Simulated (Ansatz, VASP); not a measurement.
## One calculation of Al, two programs

```
Al
1.0
     5.71430    0.00000    0.00000
    -2.85715    4.94873    0.00000
     0.00000    0.00000   20.10164
Al
12
Direct
  0.33333 0.16667 0.19899
  0.33333 0.66667 0.19899
  0.83333 0.16667 0.19899
  0.83333 0.66667 0.19899
  0.16667 0.33333 0.31345
  0.16667 0.83333 0.31345
  0.66667 0.33333 0.31345
  0.66667 0.83333 0.31345
  0.00000 0.00000 0.42791
  0.00000 0.50000 0.42791
  0.50000 0.00000 0.42791
  0.50000 0.50000 0.42791
```

Alike in both runs: task single point; functional PBE; k mesh 6 × 6 × 1; occupations gaussian, width 0.1 eV; no spin polarisation.

```csv
,VASP,Ansatz
version,VASP 6.6.1,Ansatz 0.2.0
potentials or method,"VASP PAW PBE potentials, release 64 (Al)","scalar-relativistic, plane waves, PAW"
plane-wave cutoff (eV),520,420
valence electrons in the cell,36,36
```

```tsv
	VASP	Ansatz	Ansatz less VASP
gap on the k mesh at the Fermi level (eV)	none	none	-
work function, face that differs most (eV)	3.86	3.91	+0.054
```

A gap of «none» marks a metal or a gap that the smearing closes. The functional is the same, so the differences come from potentials, cutoffs and numerics.
